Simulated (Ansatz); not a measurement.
Write the native input for Ansatz 0.2.0 that does the following.

| Item | Value |
| --- | --- |
| Task | single point |
| Functional | PBE |
| Potentials or basis | Ansatz PAW |
| Cutoff | 420 eV (not typed: the program's choice for these potentials) |
| k mesh | 10 × 10 × 9 |
| Occupations | gaussian, width 0.014 eV |
| Spin | no spin polarisation |

The system is WC (Qusongite).

```xyz
2
Lattice="2.9065 0.0000 0.0000 -1.4532 2.5171 0.0000 0.0000 0.0000 2.8366" Properties=species:S:1:pos:R:3 pbc="T T T"
W     0.0000    0.0000    0.0000
C     1.4533    0.8390    1.4183
```

One way to write it, as run:

input.yaml

```yaml
crystal:
  lattice:
    - [2.9065, 0.0, 0.0]
    - [-1.45325, 2.5171028361, 0.0]
    - [0.0, 0.0, 2.8366]
  atoms:
    - { symbol: W, position: [0.0, 0.0, 0.0] }
    - { symbol: C, position: [0.6666666667, 0.3333333333, 0.5] }
hamiltonian:
  xc: pbe
  pseudopotentials: { kind: paw }
kpoints:
  mp_grid: { grid: [10, 10, 9] }
scf:
  occupations: { method: gaussian, width: 0.014 }
output:
  forces: true
  stress: true
  eigenvalues: true
```

Potentials or basis: Ansatz PAW.

Launch:

```console
$ ansatz run input.yaml --threads 2 --pin off --max-ram 5632MiB --backend cpu --events-out ev --progress --plain --runs-dir out
```

It gave:

The pressure is 5.6 GPa and the band gap on the k mesh is none (metal or under the smearing width).

Caveat: the pressure holds a Pulay correction of +0.3 GPa for the finite cutoff.

It took 1.6 s on 2 threads of Intel(R) Xeon(R) Processor @ 2.70GHz (shared host), peak memory 0.32 GiB.
